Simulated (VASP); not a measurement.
A run of VASP 6.6.1 is set up as follows.

The input INCAR:

```
  PREC = Accurate
  ENCUT = 600
  EDIFF = 1E-6
  ISMEAR = 0
  SIGMA = 0.1
  LREAL = False
  LASPH = True
  NELM = 100
  ALGO = Normal
  ISIF = 3
  LWAVE = False
  LCHARG = False
  GGA = CA
  IBRION = 2
  NSW = 100
  EDIFFG = -0.05
```

File KPOINTS:

```
regular mesh
0
Gamma
  6 6 6
```

Contents of POSCAR:

```
SnGe2
1.0
    0.0000000000      3.0906417255      3.0906417255
    3.0906417255      0.0000000000      3.0906417255
    3.0906417255      3.0906417255      0.0000000000
Sn Ge
1 2
Direct
    0.0000000000      0.0000000000      0.0000000000
    0.7500000000      0.7500000000      0.7500000000
    0.2500000000      0.2500000000      0.2500000000
```

Potentials or basis: VASP PAW LDA potentials, release 64 (Sn_d, Ge_d).

Launch:

```console
$ cat potpaw_LDA.64/Sn_d/POTCAR potpaw_LDA.64/Ge_d/POTCAR > POTCAR
$ mpirun -np 1 vasp_std > vasp.out
```

Problem. What does it give for the band gap on the k mesh?

Solution. None (metal or under the smearing width).

Problem. Predict the relaxed volume.

Solution. 24.20 Å³/atom.

Problem. Predict the relaxed cell.

Solution. a = 4.683 Å, b = 4.683 Å, c = 4.683 Å, α = 60.00°, β = 60.00°, γ = 60.00°.

Final structure:
```xyz
3
Lattice="0.0000 3.3110 3.3110 3.3110 0.0000 3.3110 3.3110 3.3110 0.0000" Properties=species:S:1:pos:R:3 pbc="T T T"
Sn    0.0000    0.0000    0.0000
Ge    4.9665    4.9665    4.9665
Ge    1.6555    1.6555    1.6555
```

Caveat: the volume moved by over 15 % at a fixed basis, so the end points are rough.
